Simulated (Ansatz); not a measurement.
Ta2C: a phonon run with cutoff 250 eV

The calculation used DFT PBEsol, scalar-relativistic, plane waves, PAW in Ansatz.

Launched with:
```bash
ansatz run input.yaml --threads 1 --pin off --max-ram 3072MiB --backend cpu --events-out ev --progress --plain --runs-dir out
```

Input (bare energies are in eV):
```yaml
crystal:
  lattice:
    - [3.0958855141, 0.0, 0.0]
    - [-1.547942757, 2.6811155024, 0.0]
    - [0.0, 0.0, 4.9201740873]
  atoms:
    - { symbol: Ta, position: [0.3333333333, 0.6666666667, 0.2528276348] }
    - { symbol: Ta, position: [0.6666666667, 0.3333333333, 0.7471723652] }
    - { symbol: C, position: [0.0, 0.0, 0.0] }
basis:
  ecutwfc: 250
kpoints:
  mp_grid: { grid: [18, 18, 8] }
hamiltonian:
  xc: pbesol
scf:
  occupations: { method: fermi_dirac, width: 0.15 }
output:
  eigenvalues: true
phonons:
  method: dfpt
```

From the output:
```
--- Phonons (Γ-DFPT): 4 representative perturbations + reference, on 695 of 2592 k-points (Σ response iterations 13) ---
  k mesh reduced under 2 symmetry operations, with k and −k counted as one. Each operation leaves every solved perturbation unchanged. A smaller set is not used because it would not reduce the number of displacements ...
  ASR residual: 5.241e-4 → 0.000e0 eV/Å²; symmetrization residual: 6.965e-7 eV/Å²
  ASR residual per site (eV/Å²): 5.24e-4 5.24e-4 3.57e-5
  Γ frequencies (cm⁻¹): 0.00 0.00 0.00 128.67 128.67 218.92 640.53 660.90 660.90
  non-analytic LO–TO correction: not included (Born effective charges unavailable; polar crystals: no LO–TO splitting at Γ)
```

The run took 3.6 min on 1 thread of Intel(R) Xeon(R) Processor @ 2.50GHz (Skylake/Cascade Lake), with other jobs on the host, peak memory 1.2 GiB.

Beside the reference run (Plane waves to 420 eV; Γ-centred k mesh 18×18×8; Fermi-Dirac smearing of 0.15 eV. No spin polarisation. Phonons by linear response, acoustic sum rule imposed.), the optical modes at Γ (cm⁻¹, by rank, not all listed, no LO field; i marks imaginary):
| setting | mode 1 | mode 3 | mode 4 | mode 5 |
| --- | --- | --- | --- | --- |
| reference run | 129 | 217 | 647 | 666 |
| cutoff 250 eV | 129 | 219 | 641 | 661 |

In a metal, frequencies and elastic constants depend on the k mesh and the smearing, soft modes and shear constants most. Spin–orbit coupling is left out, which can shift energies with elements as heavy as these.